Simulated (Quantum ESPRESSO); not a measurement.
# MnO2 (R-3m) in Quantum ESPRESSO: band structure with PBEsol

Aim: the band structure of MnO2 with PBEsol.

All numbers are computed with Quantum ESPRESSO 7.5; they aren't measurements. Logs are shortened: lines on timing, memory, paths and dates and some standing lists are left out, and cuts for length are marked.

**1. The crystal as given**

Symmetry: R-3m, No. 166, trigonal system. The conventional cell has a = 2.857 Å, b = 2.857 Å, c = 13.752 Å, α = 90.00°, β = 90.00°, γ = 120.00°. Mn (site symmetry -3m) is surrounded by 6 O at 1.90 Å. Around O (site symmetry 3m) lie 3 Mn at 1.90 Å.

Measurements of this composition are mostly on another form, of space group No. 136.

**2. Band structure, PBEsol, collinear spin, ferromagnetic start**

Input file pw.in:

```
&CONTROL
  calculation = 'scf'
  prefix = 'pwscf'
  outdir = './tmp'
  pseudo_dir = './pseudo'
  tprnfor = .true.
  tstress = .true.
  disk_io = 'low'
/
&SYSTEM
  ibrav = 0
  celldm(1) = 8
  nat = 3
  ntyp = 2
  ecutwfc = 45
  ecutrho = 360
  nbnd = 24
  occupations = 'smearing'
  smearing = 'fd'
  degauss = 0.00367493
  nspin = 2
  starting_magnetization(1) = 0.2667
  starting_magnetization(2) = 0
/
&ELECTRONS
  conv_thr = 6d-10
  electron_maxstep = 120
  mixing_beta = 0.3
/
ATOMIC_SPECIES
Mn    54.9380 mn_pbesol_v1.5.uspp.F.UPF
O     15.9990 o_pbesol_v1.2.uspp.F.UPF
CELL_PARAMETERS alat
  0.3374188291675   0.1948088518383   1.0827968949612
 -0.3374188291675   0.1948088518383   1.0827968949612
  0.0000000000000  -0.3896177037002   1.0827968949612
ATOMIC_POSITIONS crystal
Mn     0.0000000000    0.0000000000    0.0000000000
O      0.7356355100    0.7356355100    0.7356355100
O      0.2643644900    0.2643644900    0.2643644900
K_POINTS automatic
11 11 11 0 0 0
```

Input file bands.in:

```
&CONTROL
  calculation = 'bands'
  prefix = 'pwscf'
  outdir = './tmp'
  pseudo_dir = './pseudo'
  disk_io = 'low'
  verbosity = 'high'
/
&SYSTEM
  ibrav = 0
  celldm(1) = 8
  nat = 3
  ntyp = 2
  ecutwfc = 45
  ecutrho = 360
  nbnd = 24
  occupations = 'smearing'
  smearing = 'fd'
  degauss = 0.00367493
  nspin = 2
  starting_magnetization(1) = 0.2667
  starting_magnetization(2) = 0
/
&ELECTRONS
  conv_thr = 1d-08
  electron_maxstep = 120
  mixing_beta = 0.3
  diago_full_acc = .true.
  startingwfc = 'random'
/
ATOMIC_SPECIES
Mn    54.9380 mn_pbesol_v1.5.uspp.F.UPF
O     15.9990 o_pbesol_v1.2.uspp.F.UPF
CELL_PARAMETERS alat
  0.3374188291675   0.1948088518383   1.0827968949612
 -0.3374188291675   0.1948088518383   1.0827968949612
  0.0000000000000  -0.3896177037002   1.0827968949612
ATOMIC_POSITIONS crystal
Mn     0.0000000000    0.0000000000    0.0000000000
O      0.7356355100    0.7356355100    0.7356355100
O      0.2643644900    0.2643644900    0.2643644900
K_POINTS crystal
60
 0.0000000000  0.0000000000  0.0000000000 1
 0.0625000000  0.0000000000  0.0000000000 1
 0.1250000000  0.0000000000  0.0000000000 1
 0.1875000000  0.0000000000  0.0000000000 1
 0.2500000000  0.0000000000  0.0000000000 1
 0.3125000000  0.0000000000  0.0000000000 1
 0.3750000000  0.0000000000  0.0000000000 1
 0.4375000000  0.0000000000  0.0000000000 1
 0.5000000000  0.0000000000  0.0000000000 1
 0.5000000000  0.0376491412 -0.0376491412 1
 0.5000000000  0.0752982825 -0.0752982825 1
 0.5000000000  0.1129474237 -0.1129474237 1
 0.5000000000  0.1505965650 -0.1505965650 1
 0.5000000000  0.1882457062 -0.1882457062 1
 0.8117542938  0.5000000000  0.1882457062 1
 0.7771149278  0.5000000000  0.2228850722 1
 0.7424755618  0.5000000000  0.2575244382 1
 0.7078361959  0.5000000000  0.2921638041 1
 0.6731968299  0.5000000000  0.3268031701 1
 0.6385574639  0.5000000000  0.3614425361 1
 0.6039180979  0.5000000000  0.3960819021 1
 0.5692787320  0.5000000000  0.4307212680 1
 0.5346393660  0.5000000000  0.4653606340 1
 0.5000000000  0.5000000000  0.5000000000 1
 0.3750000000  0.3750000000  0.3750000000 1
 0.2500000000  0.2500000000  0.2500000000 1
 0.1250000000  0.1250000000  0.1250000000 1
 0.0000000000  0.0000000000  0.0000000000 1
 0.0312838957  0.0000000000 -0.0312838957 1
 0.0625677915  0.0000000000 -0.0625677915 1
 0.0938516872  0.0000000000 -0.0938516872 1
 0.1251355829  0.0000000000 -0.1251355829 1
 0.1564194787  0.0000000000 -0.1564194787 1
 0.1877033744  0.0000000000 -0.1877033744 1
 0.2189872702  0.0000000000 -0.2189872702 1
 0.2502711659  0.0000000000 -0.2502711659 1
 0.2815550616  0.0000000000 -0.2815550616 1
 0.3128389574  0.0000000000 -0.3128389574 1
 0.3441228531  0.0000000000 -0.3441228531 1
 0.6558771469  0.3441228531  0.0000000000 1
 0.6247017175  0.3752982825  0.0000000000 1
 0.5935262881  0.4064737119  0.0000000000 1
 0.5623508588  0.4376491412  0.0000000000 1
 0.5311754294  0.4688245706  0.0000000000 1
 0.5000000000  0.5000000000  0.0000000000 1
 0.6558771469  0.6558771469  0.1882457062 1
 0.6402894322  0.6402894322  0.2194211356 1
 0.6247017175  0.6247017175  0.2505965650 1
 0.6091140028  0.6091140028  0.2817719944 1
 0.5935262881  0.5935262881  0.3129474237 1
 0.5779385734  0.5779385734  0.3441228531 1
 0.5623508588  0.5623508588  0.3752982825 1
 0.5467631441  0.5467631441  0.4064737119 1
 0.5311754294  0.5311754294  0.4376491412 1
 0.5155877147  0.5155877147  0.4688245706 1
 0.5000000000  0.5000000000  0.5000000000 1
 0.5000000000  0.0000000000  0.0000000000 1
 0.6039180979  0.1147076177  0.1147076177 1
 0.7078361959  0.2294152354  0.2294152354 1
 0.8117542938  0.3441228531  0.3441228531 1
```

Potentials or basis: GBRV 1.5 PBEsol.

Run with:

```sh
OMP_NUM_THREADS=1 mpirun -n 2 pw.x -nk 2 -in pw.in > pw.out
OMP_NUM_THREADS=1 mpirun -n 2 pw.x -nk 2 -in bands.in > bands.out
```

pw.out:

```text
This program is part of the open-source Quantum ESPRESSO suite
     for quantum simulation of materials; please cite
         "P. Giannozzi et al., J. Phys.:Condens. Matter 21 395502 (2009);
         "P. Giannozzi et al., J. Phys.:Condens. Matter 29 465901 (2017);
         "P. Giannozzi et al., J. Chem. Phys. 152 154105 (2020);
     in publications or presentations arising from this work. More details at

     Message from routine setup:
     using ibrav=0 with symmetry is DISCOURAGED, use correct ibrav instead

     K-points division:     npool     =       2
     Subspace diagonalization in iterative solution of the eigenvalue problem:
     a serial algorithm will be used

     G-vector sticks info
     --------------------
     sticks:   dense  smooth     PW     G-vecs:    dense   smooth      PW
     Sum        1361     687    237                25175     8971    1833

     Using Slab Decomposition

     bravais-lattice index     =            0
     lattice parameter (alat)  =       8.0000  a.u.
     unit-cell volume          =     218.6484 (a.u.)^3
     number of atoms/cell      =            3
     number of atomic types    =            2
     number of electrons       =        27.00
     number of Kohn-Sham states=           24
     kinetic-energy cutoff     =      45.0000  Ry
     charge density cutoff     =     360.0000  Ry
     scf convergence threshold =      6.0E-10
     mixing beta               =       0.3000
     number of iterations used =            8  plain     mixing
     Exchange-correlation= SLA  PW   PSX  PSC
                           (   1   4  10   8   0   0   0)

     celldm(1)=   8.000000  celldm(2)=   0.000000  celldm(3)=   0.000000
     celldm(4)=   0.000000  celldm(5)=   0.000000  celldm(6)=   0.000000

     crystal axes: (cart. coord. in units of alat)
               a(1) = (   0.337419   0.194809   1.082797 )
               a(2) = (  -0.337419   0.194809   1.082797 )
               a(3) = (   0.000000  -0.389618   1.082797 )

     reciprocal axes: (cart. coord. in units 2 pi/alat)
               b(1) = (  1.481838  0.855539  0.307845 )
               b(2) = ( -1.481838  0.855539  0.307845 )
               b(3) = (  0.000000 -1.711079  0.307845 )

     PseudoPot. # 1 for Mn read from file:
     mn_pbesol_v1.5.uspp.F.UPF
     Pseudo is Ultrasoft + core correction, Zval = 15.0
     Generated by new atomic code, or converted to UPF format
     Using radial grid of  859 points,  6 beta functions with:
                l(1) =   0
                l(2) =   0
                l(3) =   1
                l(4) =   1
                l(5) =   2
                l(6) =   2
     Q(r) pseudized with  8 coefficients,  rinner =    0.950   0.950   0.950
                                                       0.950   0.950

     PseudoPot. # 2 for O  read from file:
     o_pbesol_v1.2.uspp.F.UPF
     Pseudo is Ultrasoft + core correction, Zval =  6.0
     Generated by new atomic code, or converted to UPF format
     Using radial grid of  737 points,  5 beta functions with:
                l(1) =   0
                l(2) =   0
                l(3) =   1
                l(4) =   1
                l(5) =   2
     Q(r) pseudized with  8 coefficients,  rinner =    0.900   0.900   0.900
                                                       0.900   0.900

     atomic species   valence    mass     pseudopotential
     Mn               15.00    54.93800     Mn( 1.00)
     O                 6.00    15.99900     O ( 1.00)

     Starting magnetic structure
     atomic species   magnetization
     Mn              0.267
     O               0.000

     12 Sym. Ops., with inversion, found

   Cartesian axes

     site n.     atom                  positions (alat units)
         1        Mn     tau(   1) = (   0.0000000   0.0000000   0.0000000  )
         2        O      tau(   2) = (   0.0000000  -0.0000000   2.3896315  )
         3        O      tau(   3) = (   0.0000000  -0.0000000   0.8587591  )

     number of k points=   146  Fermi-Dirac smearing, width (Ry)=  0.0037

     Number of k-points >= 100: set verbosity='high' to print them.

     Dense  grid:    25175 G-vectors     FFT dimensions: (  60,  60,  60)

     Smooth grid:     8971 G-vectors     FFT dimensions: (  40,  40,  40)

     Check: negative core charge=   -0.000013
     Generating pointlists ...
     new r_m :   0.1854 (alat units)  1.4831 (a.u.) for type    1
     new r_m :   0.1854 (alat units)  1.4831 (a.u.) for type    2

     Initial potential from superposition of free atoms

     starting charge      26.4999, renormalised to      27.0000
     Starting wfcs are   21 randomized atomic wfcs +    3 random wfcs

     Self-consistent Calculation

     iteration #  1     ecut=    45.00 Ry     beta= 0.30
     Davidson diagonalization with overlap
     ethr =  1.00E-02,  avg # of iterations =  5.0

     total energy              =    -275.00308995 Ry
     estimated scf accuracy    <       2.25917151 Ry

     total magnetization       =     3.00 Bohr mag/cell
     absolute magnetization    =     3.07 Bohr mag/cell

     iteration #  2     ecut=    45.00 Ry     beta= 0.30
     Davidson diagonalization with overlap
     ethr =  8.37E-03,  avg # of iterations =  1.6

     total energy              =    -275.18569880 Ry
     estimated scf accuracy    <       2.35718436 Ry

     total magnetization       =     2.55 Bohr mag/cell
     absolute magnetization    =     2.56 Bohr mag/cell

     iteration #  3     ecut=    45.00 Ry     beta= 0.30
     Davidson diagonalization with overlap
     ethr =  8.37E-03,  avg # of iterations =  1.0

     total energy              =    -275.55787232 Ry
     estimated scf accuracy    <       0.24853405 Ry

     total magnetization       =     3.00 Bohr mag/cell
     absolute magnetization    =     3.13 Bohr mag/cell
[... 95 lines left out ...]
     total energy              =    -275.60948748 Ry
     estimated scf accuracy    <          1.8E-09 Ry

     total magnetization       =     3.00 Bohr mag/cell
     absolute magnetization    =     3.05 Bohr mag/cell

     iteration # 14     ecut=    45.00 Ry     beta= 0.30
     Davidson diagonalization with overlap
     ethr =  6.51E-12,  avg # of iterations =  2.0

     total energy              =    -275.60948750 Ry
     estimated scf accuracy    <          1.4E-09 Ry

     total magnetization       =     3.00 Bohr mag/cell
     absolute magnetization    =     3.05 Bohr mag/cell

     iteration # 15     ecut=    45.00 Ry     beta= 0.30
     Davidson diagonalization with overlap
     ethr =  5.17E-12,  avg # of iterations =  1.9

     Magnetic moment per site  (integrated on atomic sphere of radius R)
     atom   1 (R=0.185)  charge= 11.7379  magn=  2.5171
     atom   2 (R=0.185)  charge=  5.2254  magn=  0.0376
     atom   3 (R=0.185)  charge=  5.2254  magn=  0.0376

     End of self-consistent calculation

     Number of k-points >= 100: set verbosity='high' to print the bands.

     the Fermi energy is     8.2857 ev

!    total energy              =    -275.60948753 Ry
     estimated scf accuracy    <          1.9E-11 Ry
     smearing contrib. (-TS)   =      -0.00000082 Ry
     internal energy E=F+TS    =    -275.60948671 Ry

     The total energy is F=E-TS. E is the sum of the following terms:
     one-electron contribution =    -191.09734701 Ry
     hartree contribution      =     106.63242580 Ry
     xc contribution           =     -40.58274095 Ry
     ewald contribution        =    -150.56182455 Ry

     total magnetization       =     3.00 Bohr mag/cell
     absolute magnetization    =     3.05 Bohr mag/cell

     convergence has been achieved in  15 iterations

     Forces acting on atoms (cartesian axes, Ry/au):

     atom    1 type  1   force =     0.00000000   -0.00000000   -0.00000000
     atom    2 type  2   force =    -0.00000000   -0.00000000   -0.00467839
     atom    3 type  2   force =    -0.00000000   -0.00000000    0.00467839

     Total force =     0.006616     Total SCF correction =     0.000004

     Computing stress (Cartesian axis) and pressure

          total   stress  (Ry/bohr**3)                   (kbar)     P=      -14.59
  -0.00013968  -0.00000000   0.00000000          -20.55       -0.00        0.00
   0.00000000  -0.00013968  -0.00000000            0.00      -20.55       -0.00
   0.00000000  -0.00000000  -0.00001809            0.00       -0.00       -2.66

=------------------------------------------------------------------------------=
   JOB DONE.
=------------------------------------------------------------------------------=
```

Wall time 2.9 min (2 MPI ranks of Arm Neoverse V2, shared host); peak memory 0.36 GiB.

What came out:

```
Free energy                                           : -3749.8581 eV
Pressure                                              : -1.5 GPa
Largest force                                         : 0.120 eV/Å
Band gap on the k mesh                                : 0.77 eV, indirect (least direct gap 0.84 eV)
Band gap along the path                               : 0.76 eV, indirect (least direct gap 0.84 eV)
Net moment                                            : 3.00 μB per cell
Absolute moment                                       : 3.05 μB per cell
Site moments                                          : Mn +2.52; O +0.04 μB
Valence electrons inside the program's atomic spheres : Mn 11.74; O 5.23
```

Forces on the atoms (eV/Å):
```
Mn   0.000  0.000  0.000
O    0.000  0.000 -0.120
O    0.000  0.000  0.120
```

Levels at the corners of the path, in eV from the valence-band top:
Spin up:
```tsv
point	band 12	band 13	band 14	band 15	band 16	band 17	band 18	band 19
Γ	-1.48	-1.48	-1.22	-0.31	2.81	2.81	7.00	10.11
L	-2.36	-1.81	-1.76	-0.96	1.96	2.61	11.84	13.21
B1	-2.81	-2.13	-0.89	-0.67	1.93	2.06	13.13	13.55
B	-2.81	-2.13	-0.89	-0.67	1.93	2.06	13.13	13.55
Z	-2.39	-1.53	-1.53	-0.07	2.84	2.84	9.10	9.32
Γ	-1.48	-1.48	-1.22	-0.31	2.81	2.81	7.00	10.11
X	-2.89	-2.15	-0.81	-0.73	1.94	2.04	13.25	13.48
Q	-2.89	-2.15	-0.81	-0.73	1.94	2.04	13.25	13.48
F	-2.05	-1.83	-1.81	-1.09	2.19	2.70	10.88	12.15
P1	-2.13	-1.77	-1.76	-1.03	2.07	2.68	11.23	12.09
Z	-2.39	-1.53	-1.53	-0.07	2.84	2.84	9.10	9.32
L	-2.36	-1.81	-1.76	-0.96	1.96	2.61	11.84	13.21
P	-2.13	-1.77	-1.76	-1.03	2.07	2.68	11.23	12.09
```
Spin down:
```csv
point,band 10,band 11,band 12,band 13,band 14,band 15
Γ,-1.41,-1.41,-1.07,0.76,0.76,2.44
L,-3.47,-2.82,-2.16,1.19,1.53,1.83
B1,-3.27,-2.79,-2.41,1.12,1.88,1.98
B,-3.27,-2.79,-2.41,1.12,1.88,1.98
Z,-2.45,-1.47,-1.47,0.77,0.77,2.47
Γ,-1.41,-1.41,-1.07,0.76,0.76,2.44
X,-3.18,-2.81,-2.51,1.12,1.91,1.97
Q,-3.18,-2.81,-2.51,1.12,1.91,1.97
F,-2.92,-2.86,-1.88,0.98,1.54,1.83
P1,-2.94,-2.90,-1.91,1.03,1.55,1.83
Z,-2.45,-1.47,-1.47,0.77,0.77,2.47
L,-3.47,-2.82,-2.16,1.19,1.53,1.83
P,-2.94,-2.90,-1.91,1.03,1.55,1.83
```

Caveat: a cell with one magnetic atom can't hold antiferromagnetic order, which such compounds often take. As with any semilocal functional, this PBEsol gap is likely too small.
